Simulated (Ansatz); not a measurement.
Ca:

```
Ca
1.0
    -2.24000    2.24000    2.24000
     2.24000   -2.24000    2.24000
     2.24000    2.24000   -2.24000
Ca
1
Direct
  0.00000 0.00000 0.00000
```

This isn't the form of Ca at room conditions, which is fcc.

| Property | Result |
| --- | --- |
| Program | Ansatz 0.2.0 |
| Task | relaxation of cell and atoms |
| Functional | BLYP |
| Dispersion | D4 |
| Potentials or basis | Ansatz PAW |
| Cutoff | 420 eV (not typed: the program's choice for these potentials) |
| k mesh | 8 × 8 × 8 |
| Occupations | fermi-dirac, width 0.05 eV |
| Spin | no spin polarisation |

At the start: volume 44.96 Å³/atom.

**Question.** How do energy, volume and symmetry change on relaxing?

**Answer.** It ends after 11 steps and the volume is 40.02 Å³/atom (-11.0 %); space group Im-3m (No. 229, to 0.05 Å).

Step by step:
| step | energy change (eV) | largest force (eV/Å) | volume (Å³) |
| --- | --- | --- | --- |
| 1 | 0.0000 | 0.0000 | 44.96 |
| 2 | -0.0205 | 0.0000 | 42.88 |
| 3 | -0.0335 | 0.0000 | 40.74 |
| 4 | -0.0354 | 0.0000 | 40.16 |
| 5 | -0.0354 | 0.0000 | 40.13 |
| 6 | -0.0354 | 0.0000 | 40.13 |
| 7 | -0.0356 | 0.0000 | 40.08 |
| 8 | -0.0356 | 0.0000 | 40.08 |
| 9 | -0.0356 | 0.0000 | 40.07 |
| 10 | -0.0357 | 0.0000 | 40.02 |
| 11 | -0.0356 | 0.0000 | 40.02 |

Final structure:
```cif
data_structure
_symmetry_space_group_name_H-M 'P 1'
_symmetry_Int_Tables_number 1
_cell_length_a 3.7321
_cell_length_b 3.7321
_cell_length_c 3.7321
_cell_angle_alpha 109.471
_cell_angle_beta 109.471
_cell_angle_gamma 109.471
_cell_volume 40.02
loop_
_atom_site_label
_atom_site_type_symbol
_atom_site_fract_x
_atom_site_fract_y
_atom_site_fract_z
_atom_site_occupancy
Ca1 Ca 0.00000 0.00000 0.00000 1
```

Caveat: the plane-wave basis is chosen anew once the cell has moved, so the energies of steps on either side of that aren't comparable; pairwise dispersion overbinds metals, which lowers pressure and volume; the PAW data sets come from PBE, with cores solved anew for the run's functional, which leaves a small shift of forces and pressure.
